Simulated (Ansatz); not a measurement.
# Kick test of a cell of NiGe

It was relaxed at this level from a cell as deposited in COD.

Method: DFT PBE, scalar-relativistic, plane waves, PAW (Ansatz 0.2.0). Settings: cutoff 420 eV, Γ-centred mesh 8×12×8 on the computed 8-atom cell, Gaussian smearing of 0.10 eV; no spin polarisation.

The cell below (8 atoms, space group Pnma (No. 62)) is relaxed within its symmetry.

```
Ni Ge
1.0
     5.39310    0.00000    0.00000
     0.00000    3.48325    0.00000
     0.00000    0.00000    5.84615
Ni Ge
4 4
Direct
  0.99433 0.75000 0.19059
  0.00567 0.25000 0.80941
  0.50567 0.25000 0.69059
  0.49433 0.75000 0.30941
  0.80997 0.75000 0.58749
  0.19003 0.25000 0.41251
  0.69003 0.25000 0.08749
  0.30997 0.75000 0.91251
```

For the test it was strained at random (σ = 1.5 % a component), the atoms were moved at random (σ = 0.10 Å), and all was relaxed again on a coarse 6×4×4 mesh (in the run’s order of axes) with 0.20 eV smearing, with no symmetry imposed.

Trial moments died out on the coarse mesh, so the last step has no spin; another magnetic start might hold.

Question: Does it come back?

Answer: It returns, within 2 meV/atom of the unmoved cell on that mesh and with the same symmetry when read at 0.1 Å. So it is stable against the distortions that fit this cell and that this random move excites. Modes that don't fit the cell aren't tested.
